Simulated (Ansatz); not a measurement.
Input and command of a calculation in Ansatz (plane waves; scalar-relativistic PAW potentials unless the input names others):

```yaml
crystal:
  lattice:
    - [-3.1398285238, 3.1398285238, 3.1398285238]
    - [3.1398285238, -3.1398285238, 3.1398285238]
    - [3.1398285238, 3.1398285238, -3.1398285238]
  atoms:
    - { symbol: Cs, position: [0.0, 0.0, 0.0] }
kpoints:
  mp_grid: { grid: [10, 10, 10] }
hamiltonian:
  xc: revpbe
scf:
  occupations: { method: gaussian, width: 0.1 }
  convergence: { dr2_threshold: 0.0001 }
output:
  forces: true
  eigenvalues: true
  stress: true
```

```bash
ansatz run input.yaml --threads 1 --pin off --max-ram 2560MiB --backend cpu --events-out ev --progress --plain --runs-dir out
```

Abridged log:
```
Warning: scf.convergence.dr2_threshold = 1e-4 eV is looser than this run's default, which is 1e-7 eV or tighter. The error in the forces grows as the threshold's square root, so leave the key out unless less accurate forces are enough
Warning: output.stress: scf.convergence.dr2_threshold = 1e-4 eV is looser than the 1e-10 eV advised for a printed stress (1e-10 eV for each atom of the cell: 1). ...
Pseudopotentials: kind: paw
Pseudopotential: Cs, paw, valence charge 9, recommended cutoff 420 eV (normal)
Functional definition: revPBE
Crystal: 1 atom, lattice volume = 123.816 Å³
Basis set: ecut = 420 eV, 2491 PW (Γ), exchange–correlation on 80×80×80 points (8 copies of the dense FFT grid, shifted against one another)
Bands: 9, of which v1, the nominal top of the filled ones, is band 5 counted from 1 (4 counted from 0)
Symmetry: 48 space group operations
Space group: Im-3m (ITA 229), of the structure as read, at distance tolerance 5.0e-5 Å
k-points: 47 of 1000
Initial density: superposition of atomic densities (neutral atoms: chi_scale 0, normalization atom), corrected by the library's trained network
Initial wavefunctions: pseudopotential atomic-orbital guess
Functional: x = revpbe(κ = 1.245, μ = 0.21951497), c = pbe(β = 0.06672455)
SCF iter   1: F=—  HF=-5677.649462 eV  |F-HF|=—  |Δ(HF+E_count)|=         —  Δρ=7.65e-4  dr2=5.45e-4  ethr=1.77e-3  ⟨swp⟩=6.1  Hψ=3502  notcnv=0
SCF iter   2: F=—  HF=-5677.650300 eV  |F-HF|=—  |Δ(HF+E_count)|=   8.38e-4  Δρ=4.67e-4  dr2=2.51e-4  ethr=6.06e-6  ⟨swp⟩=2.2  Hψ=1010  notcnv=0
SCF iter   3: F=—  HF=-5677.650593 eV  |F-HF|=—  |Δ(HF+E_count)|=   2.93e-4  Δρ=3.83e-5  dr2=3.70e-6  ethr=2.79e-6  ⟨swp⟩=2.6  Hψ=631  notcnv=0
SCF iter   4: F=-5677.650600 eV  HF=-5677.650599 eV  |F-HF|=7.11e-7  |Δ(HF+E_count)|=   5.77e-6  Δρ=1.54e-5  dr2=3.97e-7  ethr=4.11e-8  ⟨swp⟩=2.1  Hψ=612  notcnv=0
SCF iter   5: F=-5677.650600 eV  HF=-5677.650600 eV  |F-HF|=1.10e-7  |Δ(HF+E_count)|=   7.24e-7  Δρ=6.71e-6  dr2=8.86e-8  ethr=4.41e-9  ⟨swp⟩=2.0  Hψ=583  notcnv=0
SCF iter   6: F=-5677.650600 eV  HF=-5677.650600 eV  |F-HF|=6.21e-9  |Δ(HF+E_count)|=   1.27e-7  Δρ=1.58e-6  dr2=6.59e-9  ethr=9.84e-10  ⟨swp⟩=2.6  Hψ=1496  notcnv=0
SCF 1 converged in 6 iterations: F = -5677.650600 eV  dr2 = 6.59e-9
SCF converged after 6 iterations
Free energy (F): -5677.650600 eV
Harris-Foulkes:  -5677.650600 eV  (|F-HF|=6.21e-9)
Internal energy: -5677.641669 eV  (E = F + TS)
E sigma→0 (E₀):  -5677.646135 eV
Entropy (-TS):   -0.008930 eV (-8.930 meV/atom)
Fermi energy:    2.043463 eV
--- Forces (eV/Å), atoms counted from 1 ---
  atom   1  Cs     0.00000000     0.00000000     0.00000000
--- Stress (GPa, compression-positive) ---
        0.079408       0.000000       0.000000
        0.000000       0.079408       0.000000
        0.000000       0.000000       0.079408
  P = ⅓ Tr σ = 0.0794 GPa (0.794 kbar)
```

Apart from outputs and empty bands, the input differs from a reference run on usual settings in scf.convergence.dr2_threshold: not typed → 0.0001; hamiltonian.xc: "pbe" → "revpbe"; basis.ecutwfc: 420 → not typed. The reference, at the same geometry, gave pressure -0.10 GPa, largest force 0.000 eV/Å, no gap on the mesh. This run converged in 6 SCF iterations (reference: 6) with a total energy on another zero, pressure 0.08 GPa, largest force 0.000 eV/Å, no gap on the mesh.

The SCF went on to a residual of 6.6e-09 eV, far under the typed threshold, which therefore didn't bind.

Time: 4.1 s on 1 thread of Arm Neoverse V1, on a shared host, peak memory 0.37 GiB.